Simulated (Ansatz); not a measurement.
**LiBr (Fm-3m): phonons and vibrational spectra**

Task: relax LiBr (Fm-3m), then find its harmonic phonons.

Method: DFT LDA, scalar-relativistic, plane waves, PAW, in Ansatz 0.2.0.

Report form: the programs' logs are mostly left out.

## Step 1: The structure

It takes space group Fm-3m (No. 225, cubic). Conventional cell: a = 5.501 Å, b = 5.501 Å, c = 5.501 Å, α = 90.00°, β = 90.00°, γ = 90.00°. Nearest to Li lie 6 Br at 2.75 Å. Nearest to Br lie 6 Li at 2.75 Å. Farther neighbours and most contacts between anions are not listed.

## Step 2: Bringing the structure to rest, k-mesh 6×6×6

The cell and atoms are relaxed, since residual forces and stress would shift the frequencies.

Input file input.yaml:

```yaml
crystal:
  lattice:
    - [0.0, 2.75065, 2.75065]
    - [2.75065, 0.0, 2.75065]
    - [2.75065, 2.75065, 0.0]
  atoms:
    - { symbol: Li, position: [0.0, 0.0, 0.0] }
    - { symbol: Br, position: [0.5, 0.5, 0.5] }
kpoints:
  mp_grid: { grid: [6, 6, 6] }
hamiltonian:
  xc: lda
scf:
  occupations: { method: gaussian, width: 0.02 }
output:
  forces: true
  stress: true
  eigenvalues: true
relax:
  adjacent_minimum: "off"
  f_tol: 0.005
  max_steps: 80
  cell: { stress_tol: 0.05 }
```

The run is started by

```sh
> ansatz run input.yaml --threads 4 --pin off --max-ram 7168MiB --backend cpu --events-out ev --progress --plain --runs-dir out
```

Run time: 2.3 s. Hardware: 4 threads of AMD EPYC 7R43, shared host; peak memory 0.33 GiB.

Step by step:

```csv
step,energy less that of the first step (eV),largest force component (eV/Å),pressure (GPa),volume (Å³)
1,0.0000,0.0000,-2.79,41.62
2,-0.0406,0.0000,0.05,37.39
3,-0.0406,0.0000,-0.01,37.46
4*,-0.0400,0.0000,-0.01,37.46
```

Relaxation steps marked * repeat the geometry before them on a plane-wave basis chosen anew for their cell, so energy and pressure can jump there.

Forces are held to the 48 operations that the run works with; a distortion that breaks them can't arise in this run.

| conventional cell, symmetrised | before | after | change |
| --- | --- | --- | --- |
| a (Å) | 5.501 | 5.311 | -3.5 % |
| b (Å) | 5.501 | 5.311 | -3.5 % |
| c (Å) | 5.501 | 5.311 | -3.5 % |
| volume (Å³/atom) | 20.81 | 18.73 | -10.0 % |

The relaxed structure:

```cif
data_structure
_symmetry_space_group_name_H-M 'P 1'
_symmetry_Int_Tables_number 1
_cell_length_a 3.7556
_cell_length_b 3.7556
_cell_length_c 3.7556
_cell_angle_alpha 60.000
_cell_angle_beta 60.000
_cell_angle_gamma 60.000
_cell_volume 37.46
loop_
_atom_site_label
_atom_site_type_symbol
_atom_site_fract_x
_atom_site_fract_y
_atom_site_fract_z
_atom_site_occupancy
Li1 Li 0.00000 0.00000 0.00000 1
Br2 Br 0.50000 0.50000 0.50000 1
```

This step gave:

```
pressure           : -0.008459 GPa
gap on the k-mesh  : 5.146 eV
volume per atom    : 18.73 Å³
direct gap on mesh : 5.146 eV
```

In this step the volume went from 20.81 to 18.73 Å³/atom.

## Step 3: Relaxation, k-mesh 8×8×8

The relaxation is repeated from its end, on the mesh and smearing that suit the cell and gap now reached.

input.yaml, the sections that differ from step 2:

```yaml
crystal:
  lattice:
    - [0.0, 2.6555918701, 2.6555918701]
    - [2.6555918701, 0.0, 2.6555918701]
    - [2.6555918701, 2.6555918701, 0.0]
  atoms:
    - { symbol: Li, position: [0.0, 0.0, 0.0] }
    - { symbol: Br, position: [0.5, 0.5, 0.5] }
kpoints:
  mp_grid: { grid: [8, 8, 8] }
# hamiltonian, scf, output, relax: as in step 2
```

Elapsed: 1.4 s, on 4 threads; peak memory 0.34 GiB; 2.6 s of CPU time.

Little changed from the start: no atom moved by 0.005 Å and no cell edge by 0.1 %.

This step gave:

```
pressure           : -0.02038 GPa
gap on the k-mesh  : 5.147 eV
direct gap on mesh : 5.147 eV
```

In this step the volume went from 18.73 to 18.73 Å³/atom.

## Step 4: Relaxing to small forces for the phonons

Phonons need a cell at rest on their own settings, so the relaxation is repeated with tight tolerances on forces and stress, using the mesh and the filling of the phonon run that follows.

input.yaml, the sections that differ from step 3:

```yaml
scf:
  occupations: { method: fixed }
output:
  forces: true
  stress: true
  eigenvalues: true
  write_density: true
  write_potential: true
  elf: true
  volumetric_format: npy
relax:
  adjacent_minimum: "off"
  f_tol: 0.001
  max_steps: 60
  cell: { stress_tol: 0.01 }
# crystal, kpoints, hamiltonian: as in step 3
```

It took 2 s on 4 threads; peak memory 0.33 GiB.

Little changed from the start: no atom moved by 0.005 Å and no cell edge by 0.1 %.

Numbers from this step:

```
pressure           : -0.001123 GPa
gap on the k-mesh  : 5.150 eV
volume per atom    : 18.72 Å³
direct gap on mesh : 5.150 eV
```

ELF in the ac plane of the conventional cell at fractional y = 0.000, with atoms of Li and Br within 0.2 Å of it. It is the smooth field of the valence electrons, not physical close to the nuclei.

Ten even steps from '_' (0.24 × 1e-1) to '@' (9.84 × 1e-1), each cell a mean:
```
@@==__==%%%%==__::##%%**....%%
::____--**%%%%**##%%##==..__..
....__..--**%%%%%%##++::__....
**++--....--**##**++::__::==**
%%%%**--..__........__::++##%%
**%%%%**::____::..__..++##%%##
..==%%##==__==@@##....**%%##::
__--%%%%==__**@@@@::..##%%**__
--**%%##--__::**==__..**%%%%==
%%%%##++..____________--**%%%%
%%##++::__..--====::....--**%%
==--..__::++##%%##**--....--==
______..++##%%%%%%%%**--______
**::__--##%%**--==%%%%++..__==
@@**__==%%%%--__..**%%**..::@@
```
Columns run along a (5.3 Å), rows up along c (5.3 Å), edges of the conventional cell, whose origin can differ from the input's. Atoms in or near the plane, at fractional coordinates: Li at (0.00, 0.00), Li at (0.50, 0.50), Br at (0.50, 0.00), Br at (0.00, 0.50).

Electrostatic potential energy in the ac plane of the conventional cell at fractional y = 0.000, with atoms of Li and Br within 0.2 Å of it. With pseudopotentials it is smooth inside the atoms' cores, unlike the true potential.

Values in eV, 15 rows by 15 columns, each cell a mean:
```
-27 -14   1   5   3 -19 -60 -71 -69 -40  -3   5   4  -6 -23
 -9  -2   4   6   5  -3 -29 -48 -40 -13   3   6   6   2  -6
  4   5   6   8   7   5   0  -5  -3   3   7   8   7   6   4
  5   6   7   8   8   7   6   5   5   6   8   8   8   6   5
 -5   1   5   7   8   6   5   4   4   6   7   8   7   3  -3
-46 -27  -2   6   6   4  -2  -8  -5   2   6   6   3 -13 -40
-71 -58 -17   3   5   1 -14 -27 -22  -5   4   5  -3 -40 -69
-72 -64 -22   3   5   0 -18 -33 -27  -8   4   5  -5 -48 -71
-65 -46 -10   4   6   3  -9 -18 -14  -2   5   6   0 -29 -60
-24 -10   3   7   7   5   3   0   1   4   6   7   5  -3 -19
  3   4   7   8   8   7   6   5   5   6   8   8   7   5   3
  5   6   7   8   8   7   4   3   3   6   7   8   8   6   5
  0   3   6   7   7   3 -10 -22 -17  -2   5   7   6   4   1
-18  -8   3   6   4 -10 -46 -64 -58 -27   1   6   5  -2 -14
-33 -18   0   5   3 -24 -65 -72 -71 -46  -5   5   4  -9 -27
```
Columns run along a (5.3 Å; values clipped at the 3rd and 97th percentile), rows up along c (5.3 Å), edges of the conventional cell, whose origin can differ from the input's. Atoms in or near the plane, at fractional coordinates: Li at (0.00, 0.00), Li at (0.50, 0.50), Br at (0.50, 0.00), Br at (0.00, 0.50).

Valence density in the ac plane of the conventional cell at fractional y = 0.000, with atoms of Li and Br within 0.2 Å of it. It is the smooth field of the valence electrons, not physical close to the nuclei.

Ten steps, logarithmic in the rise over the least value, from '_' (0.1 e/Å³) to '@' (7.3 e/Å³), each cell a mean:
```
@@++__..--++++==++++==::__--%%
--..__..::==++++++++--..____--
________..--======--::________
::::..____..::::::..______..::
====::..______..________::--==
++++==::____..--::____..--++++
==++++--..__++%%##::__::==++++
::++++--....##@@%%--..::==++==
++++++--..__--##++..__::==++++
++++--::______..______..--==++
----::______......______..::--
....______::------::..____....
..______::--++++++==::..______
**--__..--++++++++++==::__..++
@@**....--++++::==++==::__--@@
```
Columns run along a (5.3 Å), rows up along c (5.3 Å), edges of the conventional cell, whose origin can differ from the input's. Atoms in or near the plane, at fractional coordinates: Li at (0.00, 0.00), Li at (0.50, 0.50), Br at (0.50, 0.00), Br at (0.00, 0.50).

The forces vanish by symmetry and the pressure is -0.001 GPa, within the tolerances set. The cell now holds 18.72 Å³/atom.

## Step 5: Linear response at the zone centre

The zone centre comes first: it holds the modes that light can see, as far as symmetry allows. The response to a homogeneous field gives the Born charges and the dielectric tensor, and its change with displacement the Raman tensors.

input.yaml, the sections that differ from step 4:

```yaml
crystal:
  lattice:
    - [0.0, 2.6550790703, 2.6550790703]
    - [2.6550790703, 0.0, 2.6550790703]
    - [2.6550790703, 2.6550790703, 0.0]
  atoms:
    - { symbol: Li, position: [0.0, 0.0, 0.0] }
    - { symbol: Br, position: [0.5, 0.5, 0.5] }
output:
  eigenvalues: true
phonons:
  method: dfpt
  dielectric: true
  rigid_motions: translations
  raman: true
# kpoints, hamiltonian, scf: as in step 4
# relax: removed
```

It took 39 s on 4 threads; peak memory 0.61 GiB.

Numbers from this step:

| Item | Value |
| --- | --- |
| sum-rule residual before enforcement | 4.96e-5 eV/Å² |
| miss of the charge sum rule | 2.69e-4 e |
| estimated error of the dielectric tensor | 0.008337 |
| estimated error of the Born charges | 0.007577 e |
| point group | m-3m |
| highest optical mode at the zone centre (no LO-TO term) | 196.0 cm⁻¹ |
| lowest optical zone-centre mode | 196.0 cm⁻¹ |
| mean high-frequency dielectric constant | 3.690 |
| largest Born charge (third of the trace) | 1.212 e |
| mean static dielectric constant | 11.56 |
| top of the zone-centre spectrum with the field | 347.0 cm⁻¹ |

Without the LO-TO term. Patterns of degenerate modes are one choice out of their space. Modes at Γ, with each element's share of the kinetic energy:

```csv
mode,frequency (cm⁻¹),symmetry,Li %,Br %
1,0.0,acoustic,8,92
2,0.0,acoustic,8,92
3,0.0,acoustic,8,92
4,196.0,T1u,92,8
5,196.0,T1u,92,8
6,196.0,T1u,92,8
```

Displacements in mode 5 (196.0 cm⁻¹), the largest set to 1:
```
Li1  1.00  0.00  0.00
Br2 -0.09  0.00  0.00
```

Optical modes at the zone centre, without and with the macroscopic field of the longitudinal modes; each column is sorted by frequency, so a row need not hold one and the same mode. Modes with and without the field, by row:

```
rank among optical modes  no field (cm⁻¹)  q along (1, 0, 0) (cm⁻¹)
                       1              196                       196
                       2              196                       196
                       3              196                       347
```

Born charge (rows field, columns displacement) (e), principal values of the symmetric part by kind of site:

```csv
atom,atoms with these values,low,middle,high,mean
Li1,1,1.21,1.21,1.21,1.21
Br2,1,-1.21,-1.21,-1.21,-1.21
```

In full for Br2:

```
-1.21  0.00  0.00
 0.00 -1.21  0.00
 0.00  0.00 -1.21
```

High-frequency dielectric tensor:

```
3.69 0.00 0.00
0.00 3.69 0.00
0.00 0.00 3.69
```

Static dielectric tensor (ions relaxed, fixed cell):

```
11.56  0.00  0.00
 0.00 11.56  0.00
 0.00  0.00 11.56
```

Transverse modes. Infrared lines, with heights relative to the strongest:

```
position (cm⁻¹)  label  relative intensity
            196    T1u                 100
```

Before it was imposed, the acoustic sum rule was missed by 5.0e-5 eV/Å² and the charge sum rule by 2.7e-4 e. Small misses are needed for a sound result but don't prove that mesh and cutoff are converged. The lowest optical mode is real, 196 cm⁻¹.

## Step 6: Phonons on a q mesh

Stability and thermal properties need the whole zone. Linear response on a 4×4×4 q mesh gives force constants as far as a supercell of that size would, and the tensors from the zone-centre run are typed in so that the long-range dipole term is interpolated apart.

input.yaml, the sections that differ from step 5:

```yaml
phonons:
  method: dfpt
  qmesh: [4, 4, 4]
  temperatures: { t_max: 1000, t_step: 50 }
  qpath:
    path:
      - [[0.0, 0.0, 0.0], [0.5, 0.0, 0.5], [0.625, 0.25, 0.625]]
      - [[0.375, 0.375, 0.75], [0.0, 0.0, 0.0], [0.5, 0.5, 0.5], [0.5, 0.25, 0.75], [0.5, 0.0, 0.5]]
    npoints: 10
  non_analytic_term:
    high_frequency_dielectric_tensor: [[3.6895, 0.0, 0.0], [0.0, 3.6895, 0.0], [0.0, 0.0, 3.6895]]
    born_effective_charges:
      - { species: Li, tensor: [[1.2121, 0.0, 0.0], [0.0, 1.2121, 0.0], [0.0, 0.0, 1.2121]] }
      - { species: Br, tensor: [[-1.2121, 0.0, 0.0], [0.0, -1.2121, 0.0], [0.0, 0.0, -1.2121]] }
    source: "zone-centre run at this cell"
# crystal, kpoints, hamiltonian, scf, output: as in step 5
```

It took 53 s on 4 threads; peak memory 0.65 GiB.

This step gave:

- sum-rule residual before enforcement: 3.10e-5 eV/Å²
- lowest frequency on the path: 0 cm⁻¹
- highest frequency on the path or at a solved wavevector: 373.8 cm⁻¹
- mean frequency: 165.4 cm⁻¹
- Debye temperature (second moment): 344 K
- logarithmic mean frequency: 143.8 cm⁻¹
- lowest mode on the q mesh (acoustic modes at Γ apart): 56.18 cm⁻¹
- zero-point energy per atom: 30.76 meV
- heat capacity at 300 K: 23.41 J/(mol atoms K)
- vibrational entropy at 300 K: 34.99 J/(mol atoms K)
- edges of the widest gap between branches, on path and mesh: 130.8, 194.5 cm⁻¹

Frequencies (cm⁻¹) solved at each irreducible wavevector; negative means imaginary. Frequencies by wavevector, by row:

```
q in reciprocal lattice units  star  mode 1  mode 2  mode 3  mode 4  mode 5  mode 6
                        0 0 0     1       0       0       0     196     196     196
                     0 0 0.25     8    56.2    56.2    95.7   204.9   204.9   359.9
                     0 0 -0.5     4    76.6    76.6   130.8   214.5   214.5   373.8
                  0 0.25 0.25     6      61      61   105.2     203     203   288.4
                  0 0.25 -0.5    24    80.3    98.3   116.2   208.4   216.2   283.9
                 0 0.25 -0.25    12    77.8    88.6   118.2   210.4   212.4   317.6
                  0 -0.5 -0.5     3    78.1    78.1   114.8     205     205   221.4
              0.25 -0.5 -0.25     6   100.7   102.5   102.5   216.1   216.1   248.4
```

Interpolated from a 4×4×4 q mesh, with the LO-TO term (at Γ the limit along the path; where Γ stands inside the path, tables give the limit on arrival). Phonon branches along the path, in cm⁻¹:

```csv
point,branch 1,branch 2,branch 3,branch 4,branch 5,branch 6
Γ,0,0,0,196,196,347
halfway,61,61,105,203,203,288
X,78,78,115,205,205,221
halfway,80,89,114,207,220,221
U,84,108,110,212,218,254
jump to K,84,108,110,212,218,254
halfway,66,71,105,202,215,336
Γ,0,0,0,196,196,347
halfway,56,56,96,205,205,360
L,77,77,131,214,214,374
halfway,84,97,121,214,216,308
W,101,102,102,216,216,248
halfway,87,92,112,210,220,228
X,78,78,115,205,205,221
```

The phonon density of states has structure finer than the step of the table below, so its rows give means over 20 cm⁻¹, whole bins alone (the curve runs from 2.5 to 372 cm⁻¹). Peaks (cm⁻¹: height): 82.5: 0.0785, 117.5: 0.0713, 212.5: 0.175.

Tetrahedra on a 20×20×20 mesh, mean over bins of 5 cm-1. Interpolated from a 4×4×4 q mesh. Table of phonon density of states by wavenumber; means over each step:

| wavenumber (cm⁻¹) | phonon density of states (1/cm⁻¹/cell) |
| --- | --- |
| 20 | 9.2e-4 |
| 40 | 0.00457 |
| 60 | 0.0165 |
| 80 | 0.0568 |
| 100 | 0.0341 |
| 120 | 0.0365 |
| 140 | 6.8e-4 |
| 160 | 0 |
| 180 | 8.8e-6 |
| 200 | 0.0447 |
| 220 | 0.0570 |
| 240 | 0.00473 |
| 260 | 0.00692 |
| 280 | 0.00702 |
| 300 | 0.00729 |
| 320 | 0.00789 |
| 340 | 0.00952 |
| 360 | 0.00466 |

(Continued in part 2 of 2.)

[Logs are printed without paths, hosts, clocks, repeated set-up lines and the standing remarks that a program may print on its own settings, such as how far it seeks lower states.]

[Hosts, paths, dates, database ids (printed as entryN), source tags and the programs' standing remarks are cut or masked in the printed files.]
